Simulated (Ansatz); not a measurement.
The system is P.

```
P
1.0
     1.64774   -5.46504    0.00000
     1.64774    5.46504    0.00000
     0.00000    0.00000    4.54364
P
4
Direct
  0.90414 0.09586 0.58882
  0.09586 0.90414 0.41118
  0.59586 0.40414 0.08882
  0.40414 0.59586 0.91118
```

Base run:

| Property | Result |
| --- | --- |
| Program | Ansatz 0.2.0 |
| Functional | HF |
| Potentials or basis | Ansatz PAW |
| Cutoff | 420 eV (not typed: the program's choice for these potentials) |
| k mesh | 5 × 5 × 4 |
| Occupations | fermi-dirac, width 0.05 eV |
| Spin | no spin polarisation |

Its results: pressure 3.6 GPa; largest force 0.440 eV/Å.

Problem. The run is repeated on the same cell with these changes: functional from HF to HISS. What comes out?

Solution. Pressure -1.7 GPa; largest force 0.279 eV/Å.

Caveats: the PAW data sets come from PBE, with cores solved anew for the run's functional, which leaves a small shift of forces and pressure; the thresholds are loose for stress.
